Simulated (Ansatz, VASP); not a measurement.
# Rh in VASP and in Ansatz

File INCAR:

```
SYSTEM = Rh
PREC     = Accurate       ! precision mode
ENCUT    = 520            ! plane-wave cutoff, eV
EDIFF    = 1E-8           ! SCF threshold, eV
ISMEAR   = -1             ! smearing method
SIGMA    = 0.08           ! smearing width, eV
LREAL    = .False.        ! projectors in reciprocal space
LASPH    = .True.         ! aspherical terms in the spheres
NELM     = 60             ! most SCF steps
ALGO     = Normal         ! electronic algorithm
ISIF     = 2              ! what is computed and relaxed
LWAVE    = .False.        ! write WAVECAR
LCHARG   = .False.        ! write CHGCAR
GGA      = PS             ! functional
LEFG     = .True.       
NBANDS   = 14             ! bands
```

Contents of KPOINTS:

```
Automatic mesh
0
Gamma
  16 16 16
  0 0 0
```

Contents of POSCAR:

```
Rh
1.0
    0.0570465000      1.9300732500      1.9300732500
    1.9300732500      0.0570465000      1.9300732500
    1.9300732500      1.9300732500      0.0570465000
Rh
1
Direct
    0.0000000000      0.0000000000      0.0000000000
```

Input for Ansatz:

```yaml
crystal:
  lattice:
    - [0.0570465, 1.93007325, 1.93007325]
    - [1.93007325, 0.0570465, 1.93007325]
    - [1.93007325, 1.93007325, 0.0570465]
  atoms:
    - { symbol: Rh, position: [0.0, 0.0, 0.0] }
kpoints:
  mp_grid: { grid: [16, 16, 16] }
scf:
  occupations: { method: fermi_dirac, width: 0.08 }
hamiltonian:
  xc: pbesol
  pseudopotentials: { kind: paw }
output:
  forces: true
  stress: true
  eigenvalues: true
  efg: { contact_densities: true }
```

Change from the starting cell: equal xy, yz and zx shear strains of +3 %, PAW files.

Alike in both runs: task electric field gradients; functional PBEsol; k mesh 16 × 16 × 16; occupations fermi-dirac, width 0.08 eV; no spin polarisation.

|  | VASP | Ansatz |
| --- | --- | --- |
| version | VASP 6.6.1 | Ansatz 0.2.0 |
| potentials or method | VASP PAW PBE potentials, release 64 (Rh_pv) | PAW with Ansatz's default frozen-core files, scalar-relativistic |
| plane-wave cutoff (eV) | 520 | 420 |
| valence electrons in the cell | 15 | 17 |

Ansatz gave:

```
pressure (GPa)                                                 : -3.9
largest component of the traceless stress (GPa)                : 5.77
Vzz of the field gradient on the site that differs most (V/Å²) : -0.2
```

Problem. What did VASP give for the same quantities?

Solution. Pressure (GPa): -4.0; largest component of the traceless stress (GPa): 5.76; Vzz of the field gradient on the site that differs most (V/Å²): 4.8.

With one functional, cell and mesh, what is left measures potentials, basis and numerics. The two sets of potentials don't hold the same shells in valence. Ansatz warned: «gradients_without_spin_orbit».

Caveats: the PAW data sets were made with another functional, which shifts forces and pressure a little (VASP).
